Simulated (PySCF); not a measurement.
Runs of PySCF 2.14.0 on LiF (Griceite). It takes space group Fm-3m (No. 225, cubic). Conventional cell: a = 4.028 Å, b = 4.028 Å, c = 4.028 Å, α = 90.00°, β = 90.00°, γ = 90.00°. F (site symmetry m-3m) is surrounded by 6 Li at 2.01 Å. Li (site symmetry m-3m) has 6 F at 2.01 Å as nearest neighbours. 

```tsv
level	exxdiv	three-centre integrals	gap on the mesh (eV)
r2SCANh	ewald	read from an earlier run's file	11.09
PBEsol	-	read from an earlier run's file	8.77
r2SCAN	-	read from an earlier run's file	(c)
PBE0	ewald	read from an earlier run's file	(b)
LDA	-	-	8.70
HF	ewald	read from an earlier run's file	(a)
PBE	-	read from an earlier run's file	8.92
B3LYP	ewald	read from an earlier run's file	11.60
r2SCAN0	ewald	read from an earlier run's file	12.77
```

Alike in all rows: task atomic charges; potentials or basis pob-tzvp-rev2 (all-electron); no spin polarisation; cell as given; k mesh 3 × 3 × 3; smearing fixed; the mesh is coarse, so values aren't converged.

Estimate the missing entries.

(a) 21.99; (b) 12.10; (c) 9.96.

Caveats: all runs use coarse meshes; an odd mesh through Γ misses points on the zone boundary, where band edges often lie; the basis of atomic orbitals isn't converged, which shifts pressures, moduli and gaps; the default atom-centred grid shifts energies of crystals by up to some 10 meV an atom and pressures by some 0.5 GPa (some runs); on so small a mesh gaps with full-range exact exchange can be off by tenths of an eV to over 1 eV (some runs).

Not every run made on this cell is shown here.
